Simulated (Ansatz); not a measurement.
# What TiO2 monolayer (2H) distorts into

Aim: this structure of TiO2 monolayer (2H) is to be tested for unstable modes, and one is followed downhill.

Main program and level: Ansatz 0.2.0; DFT LDA, scalar-relativistic, plane waves, PAW.

Report form: the programs' logs are mostly left out.

### Step 1. The structure

The cell holds 3 atoms: 1 Ti and 2 O. Cell: a = 2.824 Å, b = 2.824 Å, c = 28.700 Å, α = 90.0°, β = 90.0°, γ = 120.0°. Vacuum lies along c.

### Step 2. The dispersion

The cell comes from relaxations at this level that are not shown. Stability and thermal properties need the whole zone. Linear response on a 6×6×1 q mesh gives force constants as far as a supercell of that size would.

Contents of input.yaml:

```yaml
crystal:
  lattice:
    - [2.8240035933, 0.0, 0.0]
    - [-1.4120017967, 2.4456588521, 0.0]
    - [0.0, 0.0, 28.7]
  atoms:
    - { symbol: Ti, position: [0.3333333333, 0.6666666667, 0.3484320557] }
    - { symbol: O, position: [0.6666666667, 0.3333333333, 0.3871158937] }
    - { symbol: O, position: [0.6666666667, 0.3333333333, 0.3097482178] }
  periodic: [true, true, false]
kpoints:
  mp_grid: { grid: [12, 12, 1] }
hamiltonian:
  xc: lda
scf:
  occupations: { method: fixed }
output:
  eigenvalues: true
phonons:
  method: dfpt
  dielectric: true
  raman: true
  qmesh: [6, 6, 1]
  temperatures: { t_max: 1000, t_step: 50 }
  qpath:
    path:
      - [0.0, 0.0, 0.0]
      - [0.5, 0.0, 0.0]
      - [0.33333333, 0.33333333, 0.0]
      - [0.0, 0.0, 0.0]
    npoints: 10
  isolated: true
```

Run with:

```bash
ansatz run input.yaml --threads 8 --pin off --max-ram 14336MiB --backend cpu --events-out ev --progress --plain --runs-dir out
```

Wall time 3.6 min (8 threads of Intel Xeon 6975P-C (Granite Rapids), shared host); peak memory 2.1 GiB.

Numbers from this step:

```yaml
gap_on_the_k_mesh: 1.177 eV
sum_rule_residual_before_enforcement: 1.85e-4 eV/Å²
miss_of_the_charge_sum_rule: 9.55e-4 e
estimated_error_of_the_dielectric_tensor: 0.004343
estimated_error_of_the_born_charges: 0.01738 e
lowest_frequency_on_the_path: -307.3 cm⁻¹
point_group: -6m2
highest_frequency_on_the_path_or_at_a_solved_wavevector: 748.2 cm⁻¹
area_per_atom: 2.302 Å²
highest_optical_mode_at_the_zone_centre_no_lo_to_term: 748.1 cm⁻¹
lowest_optical_zone_centre_mode: -307.3 cm⁻¹
largest_born_charge_third_of_the_trace: 3.492 e
lowest_mode_on_the_q_mesh_acoustic_modes_at_gamma_apart: -307.3 cm⁻¹
```

Frequencies (cm⁻¹) solved at each irreducible wavevector; negative means imaginary. Frequencies by wavevector, by row:

```tsv
q in reciprocal lattice units	star	mode 1	mode 2	mode 3	mode 4	mode 5	mode 6	mode 7	mode 8	mode 9
0 0 0	1	-307.3	-307.3	0	0	0	442.8	442.8	638.5	748.1
0 0.1667 0	6	-248.8	-246.2	69	116.9	223.4	427	571.8	660.1	745.6
0 0.3333 0	6	-238.9	82.3	213.1	256.1	395.6	415.2	485.7	632.6	745.4
0 -0.5 0	3	-267.9	204.4	255.9	329.4	377.5	450.4	538.8	567.5	744.5
0.1667 0.1667 0	6	-234.2	-93.1	213.2	227.6	344.2	409.6	505.3	645.1	744.1
0.1667 0.3333 0	12	-277.5	205.6	311.8	326.2	391.5	453.9	477.8	589.3	741.1
0.3333 0.3333 0	2	-302.3	246.8	353.7	365	441.8	462.4	466.2	539.9	736.6
```

Interpolated from a 6×6×1 q mesh, with the LO-TO term (at Γ the limit along the path; where Γ stands inside the path, tables give the limit on arrival). The phonon branches at the labelled points (cm⁻¹):

```tsv
point	branch 1	branch 2	branch 3	branch 4	branch 5	branch 6	branch 7	branch 8	branch 9
Γ	-307	-307	0	0	0	443	443	638	748
halfway	-226	-163	161	170	324	411	525	656	746
M	-268	204	256	329	378	450	539	568	744
halfway	-286	224	324	339	391	447	519	558	740
K	-302	247	354	365	442	462	466	540	737
halfway	-234	-93	213	228	344	410	505	645	744
Γ	-307	-307	0	0	0	443	443	638	748
```

Symmetry leaves 7 wavevectors to solve. The lowest mode among them, the acoustic zeros apart, lies at Γ and is imaginary, 307.3i cm⁻¹, so the energy falls along it.

### Step 3. The mode frozen in, largest atomic shift 0 Å

The mode followed lies at q = (0.333, 0.333, 0) with frequency 302.3i cm⁻¹, one of the unstable modes though not the softest. At small amplitude the distorted cell has space group no. 150 by a symmetry search on the positions. The undistorted cell that holds it gives the zero of energy on the same k mesh.

System of this step: TiO2 monolayer (2H). The cell holds 9 atoms: 3 Ti and 6 O. Cell: a = 4.891 Å, b = 4.891 Å, c = 28.700 Å, α = 90.0°, β = 90.0°, γ = 60.0°. It derives from TiO2. Vacuum lies along c.

Contents of input.yaml:

```yaml
crystal:
  lattice:
    - [0.0, -4.8913177043, 0.0]
    - [-4.2360053899, -2.4456588522, 0.0]
    - [0.0, 0.0, -28.7]
  atoms:
    - { symbol: Ti, position: [0.3333333333, 0.6666666667, 0.6515679443] }
    - { symbol: Ti, position: [0.0, 0.3333333333, 0.6515679443] }
    - { symbol: Ti, position: [0.6666666667, 0.0, 0.6515679443] }
    - { symbol: O, position: [0.6666666667, 0.3333333333, 0.6128841063] }
    - { symbol: O, position: [0.3333333333, 0.0, 0.6128841063] }
    - { symbol: O, position: [1.0, 0.6666666667, 0.6128841063] }
    - { symbol: O, position: [0.6666666667, 0.3333333333, 0.6902517822] }
    - { symbol: O, position: [0.3333333333, 0.0, 0.6902517822] }
    - { symbol: O, position: [1.0, 0.6666666667, 0.6902517822] }
  periodic: [true, true, false]
kpoints:
  mp_grid: { grid: [6, 6, 1] }
hamiltonian:
  xc: lda
scf:
  occupations: { method: gaussian, width: 0.02 }
output:
  forces: true
  stress: true
  eigenvalues: true
```

The job ended after 3.6 s (8 threads; peak memory 1.2 GiB).

Numbers from this step:

```yaml
gap_on_the_k_mesh: 1.187 eV
energy_from_the_undistorted_cell: 0 meV/atom
```

### Step 4. The mode frozen in, largest atomic shift 0.22 Å

The atoms are moved along the unstable eigenvector, the largest shift by 0.22 Å, with the cell fixed.

Contents of input.yaml:

```yaml
crystal:
  lattice:
    - [0.0, -4.8913177043, 0.0]
    - [-4.2360053899, -2.4456588522, 0.0]
    - [0.0, 0.0, -28.7]
  atoms:
    - { symbol: Ti, position: [0.3333333333, 0.6666666667, 0.6515680232] }
    - { symbol: Ti, position: [0.0, 0.3333333333, 0.6439026382] }
    - { symbol: Ti, position: [0.6666666667, 0.0, 0.6592334495] }
    - { symbol: O, position: [0.6729217385, 0.3395882119, 0.6128841063] }
    - { symbol: O, position: [0.3208234949, 0.006254506, 0.6128840691] }
    - { symbol: O, position: [1.0062543128, 0.6541568283, 0.6128841436] }
    - { symbol: O, position: [0.6604115949, 0.3270784548, 0.6902517822] }
    - { symbol: O, position: [0.3458431717, -0.006254506, 0.6902517449] }
    - { symbol: O, position: [0.9937456872, 0.679176505, 0.6902518195] }
  periodic: [true, true, false]
kpoints:
  mp_grid: { grid: [6, 6, 1] }
hamiltonian:
  xc: lda
scf:
  occupations: { method: gaussian, width: 0.02 }
output:
  forces: true
  stress: true
  eigenvalues: true
```

Wall time 3.7 s (8 threads); peak memory 1.1 GiB.

This step gave:

```yaml
gap_on_the_k_mesh: 1.765 eV
energy_from_the_undistorted_cell: -32.68 meV/atom
```

The energy, extrapolated to zero smearing, is -32.68 meV/atom against the undistorted cell.

### Step 5. Energy along the mode, all amplitudes (two of the runs are shown above)

An imaginary frequency means negative curvature, so the energy should fall and then rise again as anharmonic terms take over.

Numbers from this step:

| Item | Value |
| --- | --- |
| depth at the lowest point sampled | 32.68 meV/atom |
| largest atomic shift at that point | 0.22 Å |

Table of energy from the parent by largest atomic shift:

```tsv
largest atomic shift (Å)	energy from the parent (meV/atom)
0.000	0
0.040	-2.92
0.080	-10.5
0.140	-24.4
0.220	-32.7
0.320	-1.36
0.450	144
```

Displacement at unit largest shift by atom:

```tsv
atom	x (Å)	y (Å)	z (Å)	size
Ti1	0.00	0.00	0.00	0.00
Ti2	0.00	0.00	1.00	1.00
Ti3	0.00	0.00	-1.00	1.00
O4	-0.12	-0.21	0.00	0.24
O5	-0.12	0.21	0.00	0.24
O6	0.24	0.00	0.00	0.24
O7	0.12	0.21	0.00	0.24
O8	0.12	-0.21	0.00	0.24
O9	-0.24	0.00	0.00	0.24
```

The lowest of the steps tried is at 0.22 Å, 32.7 meV/atom below the parent; the bottom of the well need not coincide with a step.

### Step 6. Relaxation from the frozen mode

Starting from the lowest point found, all atoms and the cell are let go, so that strain and other modes of the same symmetry can join in.

Changes to input.yaml since step 4:

```diff
@@ -21,3 +21,3 @@
 scf:
-  occupations: { method: gaussian, width: 0.02 }
+  occupations: { method: fixed }
 output:
@@ -26 +26,6 @@
   eigenvalues: true
+relax:
+  adjacent_minimum: "off"
+  f_tol: 0.002
+  max_steps: 120
+  cell: { stress_2d_tol: 0.005 }
```

It took 36 s on 8 threads; peak memory 1.2 GiB; 3.3 min of CPU time.

The steps of the relaxation:

```tsv
step	energy less that of the first step (eV)	largest force component (eV/Å)	volume (Å³)
1	0.0000	0.7650	594.65
2	-0.1723	0.3109	598.08
3	-0.2326	0.1746	592.97
4	-0.2348	0.1136	596.63
5	-0.2387	0.0295	594.76
6	-0.2384	0.0051	595.10
7	-0.2384	0.0008	595.13
8	-0.2384	0.0000	595.16
9*	-0.2389	0.0001	595.16
10	-0.2388	0.0000	595.21
11*	-0.2388	0.0000	595.21
```

Relaxation steps marked * repeat the geometry before them on a plane-wave basis chosen anew for their cell, so energy and pressure can jump there.

Forces are held to the 6 operations that the run works with; a distortion that breaks them can't arise in this run.

```tsv
cell as run	before	after	change
a (Å)	4.891	4.894	+0.0 %
b (Å)	4.891	4.894	+0.0 %
```

The atoms that moved most (Å, along periodic axes as changes of fractional coordinates times the final cell, across vacuum about the mean position):

```tsv
atom	dx	dy	dz	length
Ti2	0.000	0.000	0.134	0.134
Ti3	0.000	0.000	-0.134	0.134
O6	-0.090	-0.020	0.007	0.093
O8	-0.027	0.088	-0.007	0.093
O4	0.028	0.088	0.007	0.093
O7	-0.063	-0.068	-0.007	0.093
O5	0.063	-0.068	0.007	0.093
O9	0.090	-0.020	-0.007	0.093
```

Numbers from this step:

```
gap on the k-mesh : 1.915 eV
area per atom     : 2.304 Å²
```

The distorted start has space group P321; the relaxation ends in P321.

### Step 7. Modes of the new phase, k-mesh 6×6×1

A relaxed structure may still be a saddle point, so its zone-centre modes are computed. The response to a homogeneous field gives the Born charges and the dielectric tensor, and its change with displacement the Raman tensors.

Contents of input.yaml:

```yaml
crystal:
  lattice:
    - [0.0, -4.8935979316, 0.0]
    - [-4.2379801247, -2.4467989658, 0.0]
    - [0.0, 0.0, -28.7]
  atoms:
    - { symbol: Ti, position: [0.3333333333, 0.6666666667, 0.6515679752] }
    - { symbol: Ti, position: [0.0, 0.3333333333, 0.6392207552] }
    - { symbol: Ti, position: [0.6666666667, 0.0, 0.6639151951] }
    - { symbol: O, position: [0.6581107718, 0.3330989772, 0.6126560582] }
    - { symbol: O, position: [0.3421235843, -0.0085558949, 0.6126560582] }
    - { symbol: O, position: [0.9997656439, 0.6754569177, 0.6126560582] }
    - { symbol: O, position: [0.6669010228, 0.3418892282, 0.6904798922] }
    - { symbol: O, position: [0.3245430823, 0.0002343561, 0.6904798922] }
    - { symbol: O, position: [1.0085558949, 0.6578764157, 0.6904798922] }
  periodic: [true, true, false]
kpoints:
  mp_grid: { grid: [6, 6, 1] }
hamiltonian:
  xc: lda
scf:
  occupations: { method: fixed }
output:
  eigenvalues: true
phonons:
  method: dfpt
  dielectric: true
  raman: true
```

It took 7.1 min on 8 threads; peak memory 4.5 GiB.

Numbers from this step:

| Property | Result |
| --- | --- |
| sum-rule residual before enforcement | 1.04e-4 eV/Å² |
| miss of the charge sum rule | 0.003289 e |
| estimated error of the dielectric tensor | 0.009165 |
| estimated error of the Born charges | 0.01864 e |
| point group | 32 |
| highest optical mode at the zone centre (no LO-TO term) | 724.8 cm⁻¹ |
| lowest optical zone-centre mode | -62.79 cm⁻¹ |
| largest Born charge (third of the trace) | 3.901 e |

Without the LO-TO term. Patterns of degenerate modes are one choice out of their space. The modes at Γ (shares of kinetic energy by element, %) (negative means imaginary):

```tsv
mode	frequency (cm⁻¹)	symmetry	Ti %	O %
1	-62.8	A2	98	2
2	0.0	acoustic	60	40
3	0.0	acoustic	60	40
4	0.0	acoustic	60	40
5	63.2	E	10	90
6	63.2	E	10	90
7	203.6	A1	87	13
8	273.9	E	15	85
9	273.9	E	15	85
10	294.2	A2	1	99
11	332.4	A1	8	92
12	360.8	E	12	88
13	360.8	E	12	88
14	393.7	E	34	66
15	393.7	E	34	66
16	438.6	E	85	15
17	438.6	E	85	15
18	514.7	E	41	59
19	514.7	E	41	59
20	526.9	A2	18	82
21	586.1	E	26	74
22	586.1	E	26	74
23	601.5	A1	3	97
24	698.9	A2	24	76
25	717.2	E	16	84
26	717.2	E	16	84
27	724.8	A1	2	98
```

Displacements in mode 1 (-62.8 cm⁻¹), the largest set to 1:
```
Ti1  0.00  0.00  1.00
Ti2  0.00  0.00 -0.51
Ti3  0.00  0.00 -0.51
O4   0.03 -0.12  0.01
O5  -0.12  0.03  0.01
O6   0.09  0.09  0.01
O7  -0.12 -0.03  0.01
O8   0.03  0.12  0.01
O9   0.09 -0.09  0.01
```

Displacements in mode 26 (717.2 cm⁻¹), the largest set to 1:
```
Ti1 -0.31  0.00  0.00
Ti2  0.16 -0.26  0.00
Ti3  0.16  0.26  0.00
O4   0.15  0.26  1.00
O5  -0.17  0.25 -1.00
O6   0.01 -0.02  0.00
O7  -0.17 -0.25 -1.00
O8   0.15 -0.26  1.00
O9   0.01  0.02  0.00
```

High-frequency dielectric tensor, averaged over the cell of height 28.7 Å or as lengthened by the program, vacuum included. Tensor:

```tsv
	x	y	z
x	2.088	0	0
y	0	2.088	0
z	0	0	1.115
```

Born charge (rows field, columns displacement) (e), principal values of the symmetric part by kind of site:

```tsv
atom	atoms with these values	low	middle	high	mean
Ti1	1	0.75	5.47	5.47	3.90
Ti2	2	0.44	4.84	4.84	3.38
O4	6	-3.30	-1.76	-0.27	-1.78
```

In full for Ti2:

```
 4.84 -0.07  0.00
 0.07  4.84  0.00
 0.00  0.00  0.44
```

Transverse modes; imaginary modes are left out. Infrared lines, with heights relative to the strongest:

```tsv
position (cm⁻¹)	label	relative intensity
63	E	0.3
204	A1	0.0
274	E	28
294	A2	0.0
332	A1	0.0
361	E	0.1
394	E	25
439	E	45
515	E	21
527	A2	0.6
586	E	100
602	A1	0.0
699	A2	0.6
717	E	0.7
725	A1	0.0
```

Activity x (w_L - w)^4 (n + 1)/w, 532 nm, 300 K; imaginary modes are left out; the tensors are static ones, while 532 nm light lies above the computed direct gap, where resonance would change the heights. Raman lines, with heights relative to the strongest:

```tsv
position (cm⁻¹)	label	relative intensity
63	E	26
204	A1	0.1
274	E	11
294	A2	0.0
332	A1	14
361	E	2.5
394	E	24
439	E	100
515	E	0.2
527	A2	0.0
586	E	24
602	A1	0.8
699	A2	0.0
717	E	4.5
725	A1	74
```

Before it was imposed, the acoustic sum rule was missed by 1.0e-4 eV/Å² and the charge sum rule by 0.0033 e. Small misses are needed for a sound result but don't prove that mesh and cutoff are converged. The lowest optical mode is imaginary, 62.8i cm⁻¹, so the energy falls along it.

### Step 8. The phases reached

The phases reached along the modes that were followed are set side by side.

Energies are those of the first relaxation, on the mesh of the frozen mode; space group, volume and gap are those of the last relaxation. Phases, by row:

```tsv
mode frozen in	space group	energy from parent (meV/atom)	volume (Å³/atom)	gap on mesh (eV)	lowest zone-centre optical mode (cm⁻¹)	largest shift (Å)
parent	P-6m2	0	66.07	1.177	–	–
q = (0, 0, 0), 307i cm⁻¹	P-3m1	-464.7	71.34	2.822	200.4	1.141
q = (0, 0, 0), 307i cm⁻¹	P-4m2	-283	93.65	3.573	239.6	1.132
q = (0, 0, 0), 307i cm⁻¹	P-3m1	-464.7	71.34	2.822	200.4	1.141
q = (0.333, 0.333, 0), 302i cm⁻¹	P321	-59.22	66.13	1.915	-62.8	0.354
```

### Step 9. Outcome

```json
{"unstable mode of the parent": "q = (0.333, 0.333, 0), 302i cm⁻¹", "depth at the lowest point sampled": "32.7 meV/atom", "largest atomic shift at that point": "0.22 Å", "space group reached (within 0.01 Å)": "P321", "energy gained over the parent (first relaxation, on the mesh of the frozen mode)": "59.2 meV/atom", "area per atom, phase reached": "2.30 Å²", "gap on the k-mesh, phase reached": "1.92 eV", "lowest optical zone-centre mode, phase reached": "-62.8 cm⁻¹", "highest optical mode at the zone centre (no LO-TO term), phase reached": "725 cm⁻¹"}
```

What this shows: Along this mode the structure falls into P321, 59.2 meV/atom below the parent. At the parent's cell the well is 32.68 meV/atom deep on the steps tried, with its lowest point at a shift of 0.22 Å. Relaxing atoms and cell changes the gain by +26.54 meV/atom against the lowest step (energies at zero smearing). The new phase still has an imaginary mode at the zone centre of its cell, so it is a saddle point on the way to a lower structure. Of the 4 patterns followed to their end from this parent, this one ends 405 meV/atom above the lowest, P-3m1. Each path keeps the symmetry of its pattern, so a lower phase may lie along a pattern not tried. In a sheet or slab the interpolated bending branch near Γ is rough, since the rotational sum rule isn't imposed. Dielectric tensors refer to the cell with its vacuum. The starting cell was built on a prototype and not taken from a measurement.

[Logs are printed without paths, hosts, clocks, repeated set-up lines and the standing remarks that a program may print on its own settings, such as how far it seeks lower states.]

[Hosts, paths, dates, database ids (printed as entryN), source tags and the programs' standing remarks are cut or masked in the printed files.]
